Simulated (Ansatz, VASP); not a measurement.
## Two plane-wave programs on WSe2

File INCAR:

```
ALGO = Normal ; EDIFF = 1E-6
ENCUT = 520 ; GGA = PS
ISIF = 2 ; ISMEAR = 0
IVDW = 12 ; LASPH = True
LCHARG = False ; LREAL = False
LWAVE = False ; NBANDS = 35
NELM = 80 ; PREC = Accurate
SIGMA = 0.05
```

File KPOINTS:

```
k-points
0
Gamma
  12 12 4
```

The input POSCAR:

```
WSe2
1.0
    3.1335421084      0.0000000000      0.0000000000
   -1.5667710542      2.7137270697      0.0000000000
    0.0000000000      0.0000000000     12.4145017028
W Se
2 4
Direct
    0.3333333333      0.6666666667      0.2500000000
    0.6666666667      0.3333333333      0.7500000000
    0.3333333333      0.6666666667      0.6145805872
    0.6666666667      0.3333333333      0.1145805872
    0.3333333333      0.6666666667      0.8854194128
    0.6666666667      0.3333333333      0.3854194128
```

Input for Ansatz:

```yaml
crystal:
  lattice:
    - [3.1335421084, 0.0, 0.0]
    - [-1.5667710542, 2.7137270697, 0.0]
    - [0.0, 0.0, 12.4145017028]
  atoms:
    - { symbol: W, position: [0.3333333333, 0.6666666667, 0.25] }
    - { symbol: W, position: [0.6666666667, 0.3333333333, 0.75] }
    - { symbol: Se, position: [0.3333333333, 0.6666666667, 0.6145805872] }
    - { symbol: Se, position: [0.6666666667, 0.3333333333, 0.1145805872] }
    - { symbol: Se, position: [0.3333333333, 0.6666666667, 0.8854194128] }
    - { symbol: Se, position: [0.6666666667, 0.3333333333, 0.3854194128] }
basis:
  ecutwfc: 420
kpoints:
  mp_grid: { grid: [12, 12, 4] }
hamiltonian:
  xc: pbesol
  dispersion: d3bj
scf:
  occupations: { method: gaussian, width: 0.05 }
output:
  forces: true
  stress: true
  eigenvalues: true
```

Change from the starting cell: strain -0.0300 x Voigt [1, 1, 0, 0, 0, 0], atoms carried along.

Alike in both runs: task single point; functional PBEsol; dispersion D3(BJ); k mesh 12 × 12 × 4; occupations gaussian, width 0.05 eV; no spin polarisation.

|  | VASP | Ansatz |
| --- | --- | --- |
| version | VASP 6.6.1 | Ansatz 0.2.0 |
| potentials or method | VASP PAW PBE potentials, release 64 (W_sv, Se) | scalar-relativistic, plane waves, PAW |
| plane-wave cutoff (eV) | 520 | 420 |
| valence electrons in the cell | 52 | 92 |

Ansatz gave:

| Item | Value |
| --- | --- |
| gap on the k mesh at the Fermi level (eV) | 0.74 |
| least direct gap on the mesh (eV) | 1.53 |
| pressure (GPa) | 10.5 |
| largest component of the traceless stress (GPa) | 2.69 |
| rms of the force components (eV/Å) | 0.349 |

Task: What did VASP give for the same quantities?

Result: gap on the k mesh at the Fermi level (eV): 0.73; least direct gap on the mesh (eV): 1.52; pressure (GPa): 11.2; largest component of the traceless stress (GPa): 2.53; rms of the force components (eV/Å): 0.386.

Atom by atom the forces differ by 0.037 eV/Å (rms over components). The two sets of potentials don't hold the same shells in valence.

Caveats: the PAW data sets were made with another functional, which shifts forces and pressure a little (VASP); spin-orbit coupling is left out, which moves the levels of the heavy elements. A k mesh can miss the band edges.
